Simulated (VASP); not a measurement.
# LiF (Griceite): how cutoff and mesh change the relaxed cell

How far does the relaxed cell of LiF (Griceite) depend on cutoff and k mesh? The starting structure is a measured crystal structure from the Crystallography Open Database. The first relaxation on each setting starts from this cell expanded by 3 % in volume.

Program: VASP 6.6.1. Level of theory: Kohn-Sham DFT with plane waves and PAW; PBEsol. Results are calculated unless marked as measured.

## (1) Starting point

The structure is cubic, space group Fm-3m (No. 225). Conventional cell: a = 4.028 Å, b = 4.028 Å, c = 4.028 Å, α = 90.00°, β = 90.00°, γ = 90.00°. Nearest to F lie 6 Li at 2.01 Å. Nearest to Li lie 6 F at 2.01 Å. Farther neighbours and most contacts between anions are not listed.

As a file:

```xyz
2
Lattice="0.0000 2.0140 2.0140 2.0140 0.0000 2.0140 2.0140 2.0140 0.0000" Properties=species:S:1:pos:R:3 pbc="T T T"
F     2.0140    2.0140    2.0140
Li    0.0000    0.0000    0.0000
```

## (2) Reference relaxation

This run starts from the cell of an earlier relaxation, which isn't shown; the restart sets up the plane waves anew.

File INCAR:

```
SYSTEM = LiF
PREC = Accurate
ENCUT = 650
EDIFF = 1E-06
NELM = 100
ISMEAR = 0
SIGMA = 0.03
LREAL = .FALSE.
ALGO = Normal
GGA = PS
NBANDS = 11
LORBIT = 11
LWAVE = .FALSE.
LCHARG = .FALSE.
KPAR = 4
IBRION = 2
NSW = 50
ISIF = 3
EDIFFG = -0.006
```

File POSCAR:

```
LiF
1.0
    0.0000000000      1.9977167647      1.9977167647
    1.9977167647      0.0000000000      1.9977167647
    1.9977167647      1.9977167647      0.0000000000
F Li
1 1
Direct
    0.5000000000      0.5000000000      0.5000000000
    0.0000000000      0.0000000000      0.0000000000
```

File KPOINTS:

```
Automatic mesh
0
Gamma
10 10 10
0 0 0
```

The projector-augmented-wave data sets are F and Li_sv (PBE family, release 64).

Launch:

```console
mpirun -np 4 vasp_std
```

Log:

```text
[banner, memory and clock lines left out]
running    4 mpi-ranks, on    1 nodes
 distrk:  each k-point on    1 cores,    4 groups
 distr:  one band on    1 cores,    1 groups

 POSCAR found type information on POSCAR F Li
 POSCAR found :  2 types and       2 ions
|                                                                             |
|               ----> ADVICE to this user running VASP <----                  |
|                                                                             |
|     You enforced a specific xc type in the INCAR file but a different       |
|     [... a line on the potential file left out ...]
|     I HOPE YOU KNOW WHAT YOU ARE DOING!                                     |
|                                                                             |

 LDA part: xc-table for (Slater+PW92), standard interpolation
 POSCAR, INCAR and KPOINTS ok, starting setup
 FFT: planning ... GRIDC
 FFT: planning ... GRID_SOFT
 FFT: planning ... GRID
 WAVECAR not read
 entering main loop
       N       E                     dE             d eps       ncg     rms          rms(c)
DAV:   1     0.393733534859E+02    0.39373E+02   -0.61046E+03  1050   0.107E+03
DAV:   2    -0.888457263891E+01   -0.48258E+02   -0.47299E+02  1198   0.218E+02
DAV:   3    -0.102575421962E+02   -0.13730E+01   -0.13675E+01  1338   0.329E+01
DAV:   4    -0.102797577695E+02   -0.22216E-01   -0.22213E-01  1307   0.432E+00
DAV:   5    -0.102800211459E+02   -0.26338E-03   -0.26337E-03  1347   0.342E-01    0.405E+00
DAV:   6    -0.985661824386E+01    0.42340E+00   -0.20305E+00  1193   0.951E+00    0.139E+00
DAV:   7    -0.985450819470E+01    0.21100E-02   -0.16917E-02  1436   0.126E+00    0.842E-01
DAV:   8    -0.985655592469E+01   -0.20477E-02   -0.12115E-02  1392   0.134E+00    0.106E-01
DAV:   9    -0.985657831715E+01   -0.22392E-04   -0.10415E-03  1240   0.312E-01    0.432E-02
DAV:  10    -0.985662767998E+01   -0.49363E-04   -0.10101E-04  1188   0.848E-02    0.103E-02
DAV:  11    -0.985662811374E+01   -0.43376E-06   -0.44368E-06  1398   0.228E-02
   1 F= -.98566281E+01 E0= -.98566281E+01  d E =-.985663E+01
 curvature:   0.00 expect dE= 0.000E+00 dE for cont linesearch  0.000E+00
 trial: gam= 0.00000 g(F)=  0.630E-60 g(S)=  0.366E-06 ort = 0.000E+00 (trialstep = 0.100E+01)
 search vector abs. value=  0.367E-06
 reached required accuracy - stopping structural energy minimisation
```

It took 1.6 s on 4 MPI ranks of Intel Xeon 6975P-C (Granite Rapids), shared host; peak memory 0.48 GiB.

Lines that name or quote the potential files are left out of all logs, and their timing lines are given in words.

OUTCAR, selected parts (step 2):

```text
ion  position               nearest neighbor table
   1  0.500  0.500  0.500-   2 2.00   2 2.00   2 2.00   2 2.00   2 2.00   2 2.00
   2  0.000  0.000  0.000-   1 2.00   1 2.00   1 2.00   1 2.00   1 2.00   1 2.00

  LATTYP: Found a face centered cubic cell.
 ALAT       =     3.9954335294

 Subroutine GETGRP returns: Found 48 space group operations
 (whereof 48 operations were pure point group operations)

The static configuration has the point symmetry O_h .

 Found     47 irreducible k-points:

   k-points           NKPTS =     47   k-points in BZ     NKDIM =     47   number of bands    NBANDS=     11

   dimension x,y,z NGX =    24 NGY =   24 NGZ =   24
   dimension x,y,z NGXF=    48 NGYF=   48 NGZF=   48

   ENCUT  =  650.0 eV  47.77 Ry    6.91 a.u.   5.87  5.87  5.87*2*pi/ulx,y,z

   NELECT =      10.0000    total number of electrons

 k-points in reciprocal lattice and weights: Automatic mesh
   0.00000000  0.00000000  0.00000000       0.001
   0.10000000  0.00000000  0.00000000       0.008
   0.20000000  0.00000000  0.00000000       0.008
   0.30000000  0.00000000  0.00000000       0.008
   0.40000000  0.00000000  0.00000000       0.008
   0.50000000  0.00000000  0.00000000       0.004
   0.10000000  0.10000000  0.00000000       0.006
   0.20000000  0.10000000  0.00000000       0.024
   0.30000000  0.10000000  0.00000000       0.024
[...]
-0.30000000  0.40000000  0.20000000       0.024
  -0.30000000  0.50000000  0.20000000       0.012

 average (electrostatic) potential at core
       1 -76.5546       2 -60.3553

 E-fermi :  -0.7725

 k-point     1 :       0.0000    0.0000    0.0000
  band No.  band energies     occupation
      1     -41.1129      2.00000
      2     -20.8968      2.00000
      3      -0.9659      2.00000
      4      -0.9659      2.00000
      5      -0.9659      2.00000
      6       8.1659      0.00000
      7      23.1780      0.00000
      8      23.1780      0.00000
      9      23.1783      0.00000
     10      23.3877      0.00000
    ...

 k-point     2 :       0.1000    0.0000    0.0000
  band No.  band energies     occupation
      1     -41.1059      2.00000
      2     -20.8558      2.00000
      3      -1.2668      2.00000
      4      -0.9898      2.00000
      5      -0.9898      2.00000
      6       8.4605      0.00000
      7      20.3415      0.00000
      8      21.8564      0.00000
      9      21.8564      0.00000
     10      24.4859      0.00000
    ...

 k-point     3 :       0.2000    0.0000    0.0000
  band No.  band energies     occupation
      1     -41.0882      2.00000
      2     -20.7462      2.00000
      3      -1.9888      2.00000
      4      -1.0521      2.00000
      5      -1.0521      2.00000
      6       9.1025      0.00000
      7      17.8460      0.00000
      8      20.3394      0.00000
      9      20.3394      0.00000
     10      25.5400      0.00000
    ...

  Total        0.0022504      0.0022504      0.0022504      0.0000000      0.0000000      0.0000000
  in kB        0.2261221      0.2261221      0.2261221      0.0000000      0.0000000      0.0000000
  external PRESSURE =       0.2261221 kB  Pullay stress =       0.0000000 kB

  energy-cutoff  :      650.00
  volume of cell :       15.95
      direct lattice vectors                 reciprocal lattice vectors
     0.000000000  1.997716765  1.997716765    -0.250285731  0.250285731  0.250285731
     1.997716765  0.000000000  1.997716765     0.250285731 -0.250285731  0.250285731
     1.997716765  1.997716765  0.000000000     0.250285731  0.250285731 -0.250285731

 POSITION                                       TOTAL-FORCE (eV/Angst)
 -----------------------------------------------------------------------------------
      1.99772      1.99772      1.99772         0.000000      0.000000     -0.000000
      0.00000      0.00000      0.00000        -0.000000     -0.000000      0.000000
 -----------------------------------------------------------------------------------
    total drift:                               -0.000000     -0.000000      0.000000

  FREE ENERGIE OF THE ION-ELECTRON SYSTEM (eV)
  ---------------------------------------------------
  free  energy   TOTEN  =        -9.8566281137 eV

  energy  without entropy=       -9.8566281137  energy(sigma->0) =       -9.85662811

 reached required accuracy - stopping structural energy minimisation

 total charge
# of ion       s       p       d       tot
------------------------------------------
    1        1.721   4.404   0.000   6.125
    2        2.019   0.056   0.000   2.075
--------------------------------------------------
tot          3.740   4.460   0.000   8.200

[... 3 further parts left out ...]
```

CONTCAR:

```
LiF
   1.00000000000000
     0.0000000000000000    1.9977167647000000    1.9977167647000000
     1.9977167647000000    0.0000000000000000    1.9977167647000000
     1.9977167647000000    1.9977167647000000    0.0000000000000000
  F               Li
     1     1
Direct
     0.5000000000000000    0.5000000000000000    0.5000000000000000
     0.0000000000000000    0.0000000000000000    0.0000000000000000
```

The PAW data sets were made with PBE, which is usual practice but a small mismatch for other functionals. The run keeps the 48 symmetry operations of its start, so it cannot find a distortion of lower symmetry.

The reference relaxation ends at 7.973 Å³ an atom.

## (3) Relaxation with a cutoff of 500 eV

Against step 2 the input has ENCUT = 500. This run starts from the cell of an earlier relaxation, which isn't shown; the restart sets up the plane waves anew.

INCAR, as its differences from that of step 2:

```diff
@@ -2,3 +2,3 @@
 PREC = Accurate
-ENCUT = 650
+ENCUT = 500
 EDIFF = 1E-06
```

File POSCAR:

```
LiF
1.0
    0.0000000000      2.0012496674      2.0012496674
    2.0012496674      0.0000000000      2.0012496674
    2.0012496674      2.0012496674      0.0000000000
F Li
1 1
Direct
    0.5000000000      0.5000000000      0.5000000000
    0.0000000000      0.0000000000      0.0000000000
```

KPOINTS is that of step 2.

Launch:

```console
mpirun -np 4 vasp_std
```

Log:

```text
[banner, memory and clock lines left out]
running    4 mpi-ranks, on    1 nodes
[...]
[... a notice as in an earlier step ...]

 LDA part: xc-table for (Slater+PW92), standard interpolation
 POSCAR, INCAR and KPOINTS ok, starting setup
[...]
entering main loop
       N       E                     dE             d eps       ncg     rms          rms(c)
DAV:   1     0.314925011117E+02    0.31493E+02   -0.53956E+03  1090   0.892E+02
DAV:   2    -0.918609954297E+01   -0.40679E+02   -0.39823E+02  1184   0.194E+02
DAV:   3    -0.102649664219E+02   -0.10789E+01   -0.10761E+01  1295   0.282E+01
DAV:   4    -0.102775939898E+02   -0.12628E-01   -0.12627E-01  1268   0.328E+00
[...]
DAV:   9    -0.985227753540E+01   -0.29333E-04   -0.10144E-03  1243   0.296E-01    0.418E-02
DAV:  10    -0.985232347879E+01   -0.45943E-04   -0.10042E-04  1194   0.809E-02    0.844E-03
DAV:  11    -0.985232393670E+01   -0.45791E-06   -0.40438E-06  1405   0.214E-02
   1 F= -.98523239E+01 E0= -.98523239E+01  d E =-.985232E+01
[...]
DAV:   1    -0.985266701133E+01   -0.34353E-03   -0.56399E-03  1136   0.653E-01    0.142E-01
DAV:   2    -0.985237474555E+01    0.29227E-03   -0.15252E-03  1184   0.273E-01    0.265E-02
DAV:   3    -0.985236805333E+01    0.66922E-05   -0.99073E-06  1265   0.317E-02    0.148E-02
DAV:   4    -0.985236555142E+01    0.25019E-05   -0.29986E-06  1559   0.149E-02    0.973E-04
DAV:   5    -0.985236570033E+01   -0.14891E-06   -0.11147E-07   697   0.316E-03
   2 F= -.98523657E+01 E0= -.98523657E+01  d E =-.417636E-04
 trial-energy change:   -0.000042  1 .order   -0.000037   -0.000046   -0.000029
 step:   1.5173(harm=  2.7151)  dis= 0.00000  next Energy=    -9.852374 (dE=-0.499E-04)
[...]
N       E                     dE             d eps       ncg     rms          rms(c)
DAV:   1    -0.985245588220E+01   -0.90331E-04   -0.14836E-03  1097   0.335E-01    0.730E-02
DAV:   2    -0.985237889770E+01    0.76984E-04   -0.40164E-04  1157   0.140E-01    0.137E-02
DAV:   3    -0.985237687887E+01    0.20188E-05   -0.25574E-06  1120   0.162E-02    0.770E-03
DAV:   4    -0.985237630224E+01    0.57663E-06   -0.80491E-07  1336   0.786E-03
   3 F= -.98523763E+01 E0= -.98523763E+01  d E =-.523655E-04
[...]
reached required accuracy - stopping structural energy minimisation
```

Elapsed: 2.4 s, on 4 MPI ranks; peak memory 0.49 GiB; 7.2 s of CPU time.

From OUTCAR (step 3):

```text
  Total       -0.0091003     -0.0091003     -0.0091003      0.0000000      0.0000000      0.0000000
  in kB       -0.9120794     -0.9120794     -0.9120794      0.0000000      0.0000000      0.0000000
  external PRESSURE =      -0.9120794 kB  Pullay stress =       0.0000000 kB

 POSITION                                       TOTAL-FORCE (eV/Angst)
 -----------------------------------------------------------------------------------
      1.99940      1.99940      1.99940        -0.000000     -0.000000     -0.000000
      0.00000      0.00000     -0.00000         0.000000      0.000000      0.000000
 -----------------------------------------------------------------------------------
    total drift:                               -0.000000     -0.000000      0.000000

  FREE ENERGIE OF THE ION-ELECTRON SYSTEM (eV)
  ---------------------------------------------------
  free  energy   TOTEN  =        -9.8523763022 eV

  energy  without entropy=       -9.8523763022  energy(sigma->0) =       -9.85237630

[... 2 parts as in an earlier step ...]

[... 2 further parts left out ...]
[key lines of the parts left out:]
E-fermi :  -0.8166
```

With a cutoff of 500 eV the cell ends at 7.993 Å³ an atom, +0.25 % from the reference.

## (4) Relaxation with a 5×5×5 mesh

Against step 2 the input has a 5×5×5 mesh. This run starts from the cell of an earlier relaxation, which isn't shown; the restart sets up the plane waves anew.

INCAR, as its differences from that of step 3:

```diff
@@ -2,3 +2,3 @@
 PREC = Accurate
-ENCUT = 500
+ENCUT = 650
 EDIFF = 1E-06
```

File POSCAR:

```
LiF
1.0
    0.0000000000      1.9983663979      1.9983663979
    1.9983663979      0.0000000000      1.9983663979
    1.9983663979      1.9983663979      0.0000000000
F Li
1 1
Direct
    0.5000000000      0.5000000000      0.5000000000
    0.0000000000      0.0000000000      0.0000000000
```

File KPOINTS:

```
Automatic mesh
0
Gamma
5 5 5
0 0 0
```

Launch:

```console
mpirun -np 4 vasp_std
```

Log:

```text
[... set-up lines as in an earlier step ...]
 entering main loop
       N       E                     dE             d eps       ncg     rms          rms(c)
DAV:   1     0.369128436043E+02    0.36913E+02   -0.63730E+03   228   0.108E+03
DAV:   2    -0.898042054298E+01   -0.45893E+02   -0.44482E+02   247   0.212E+02
DAV:   3    -0.102659007646E+02   -0.12855E+01   -0.12821E+01   286   0.331E+01
DAV:   4    -0.102800322580E+02   -0.14131E-01   -0.14130E-01   280   0.379E+00
[...]
DAV:   9    -0.985657880458E+01   -0.33763E-04   -0.85244E-04   256   0.282E-01    0.423E-02
DAV:  10    -0.985662339209E+01   -0.44588E-04   -0.11228E-04   247   0.863E-02    0.523E-03
DAV:  11    -0.985662432835E+01   -0.93626E-06   -0.21341E-06   322   0.166E-02
   1 F= -.98566243E+01 E0= -.98566243E+01  d E =-.985662E+01
[...]
reached required accuracy - stopping structural energy minimisation
```

The job ended after 1.2 s (4 MPI ranks; peak memory 0.46 GiB).

OUTCAR, selected parts (step 4):

```text
  Total       -0.0029639     -0.0029639     -0.0029639      0.0000000      0.0000000      0.0000000
  in kB       -0.2975221     -0.2975221     -0.2975221      0.0000000      0.0000000      0.0000000
  external PRESSURE =      -0.2975221 kB  Pullay stress =       0.0000000 kB

 POSITION                                       TOTAL-FORCE (eV/Angst)
 -----------------------------------------------------------------------------------
      1.99837      1.99837      1.99837         0.000000      0.000000     -0.000000
      0.00000      0.00000      0.00000        -0.000000     -0.000000      0.000000
 -----------------------------------------------------------------------------------
    total drift:                               -0.000000     -0.000000      0.000000

  FREE ENERGIE OF THE ION-ELECTRON SYSTEM (eV)
  ---------------------------------------------------
  free  energy   TOTEN  =        -9.8566243284 eV

  energy  without entropy=       -9.8566243284  energy(sigma->0) =       -9.85662433

[... 1 part as in an earlier step ...]

[... 3 further parts left out ...]
[key lines of the parts left out:]
E-fermi :  -0.6763
```

With a 5×5×5 mesh the cell ends at 7.980 Å³ an atom, +0.10 % from the reference.

(Continued in part 2 of 2.)

[Lines on the potential files, build, host, timing and source positions are cut from VASP's logs without a mark.]

[Logs are printed without paths, hosts, clocks, repeated set-up lines and the standing remarks that a program may print on its own settings, such as how far it seeks lower states.]

[Hosts, paths, dates, database ids (printed as entryN), source tags and the programs' standing remarks are cut or masked in the printed files.]
